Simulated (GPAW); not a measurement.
**Fe: relaxation of cell and atoms with PBEsol+D3**

Crystal: Fe.

```
CELL_PARAMETERS angstrom
-1.44300 1.44300 1.44300
1.44300 -1.44300 1.44300
1.44300 1.44300 -1.44300
ATOMIC_POSITIONS crystal
Fe 0.00000 0.00000 0.00000
```

* Program: GPAW 26.7.0
* Task: relaxation of cell and atoms
* Functional: PBEsol
* Dispersion: D3
* Potentials or basis: PAW data sets generated in the run's folder for this functional
* Cutoff: 600 eV
* Basis: pw
* k mesh: 13 × 13 × 13
* Occupations: fermi-dirac, width 0.05 eV
* Spin: collinear spin, ferromagnetic start
* Starting moments: [3.0] μB
* Maxiter: 150
* Optimizer: BFGS
* Fmax: 0.02 eV/Å
* Max steps: 60
* Convergence: density=1e-05 forces=0.0001

* Relaxed volume: 10.71 Å³/atom
* Relaxed cell: a = 2.405 Å, b = 2.405 Å, c = 2.405 Å, α = 109.47°, β = 109.47°, γ = 109.47°
* Space group after relaxing (to 0.05 Å): Im-3m (No. 229)
* Energy gained by relaxing: 94.7 meV/atom
* Ionic steps: 4
* Pressure after relaxing: -0.3 GPa
* Band gap on the k mesh: none (metal or under the smearing width)
* Net moment: 2.04 μB per cell
* Site moments: Fe +2.06 μB
* Dispersion energy per atom: -0.262 eV

The path:
```tsv
step	energy change (eV)	largest force (eV/Å)	pressure (GPa)	volume (Å³)
1	0.0000	0.0000	-20.06	12.02
2	-0.0750	0.0000	-10.92	11.27
3	-0.0928	0.0000	3.90	10.54
4	-0.0947	0.0000	-0.29	10.71
```

Final structure:
```
CELL_PARAMETERS angstrom
-1.38877 1.38877 1.38877
1.38877 -1.38877 1.38877
1.38877 1.38877 -1.38877
ATOMIC_POSITIONS crystal
Fe 0.00000 0.00000 0.00000
```

Levels at points of the mesh, in eV from the Fermi level:
Spin up:
```
           k point  band 3  band 4  band 5  band 6  band 7  band 8
(0.00, 0.00, 0.00)   -2.46   -2.46   -1.09   -1.09   25.20   25.20
```
Spin down:
```csv
k point,band 1,band 2,band 3,band 4,band 5,band 6,band 7,band 8
"(0.00, 0.00, 0.00)",-8.79,-0.70,-0.70,-0.70,1.44,1.44,25.32,25.32
```

Run time: 78 s on 1 thread of Arm Neoverse V1, with other jobs on the host, peak memory 0.19 GiB.

Caveat: each step starts from the last one's moments, so a moment once lost doesn't come back; later steps reuse the first step's grids; pairwise dispersion overbinds metals, which lowers pressure and volume.
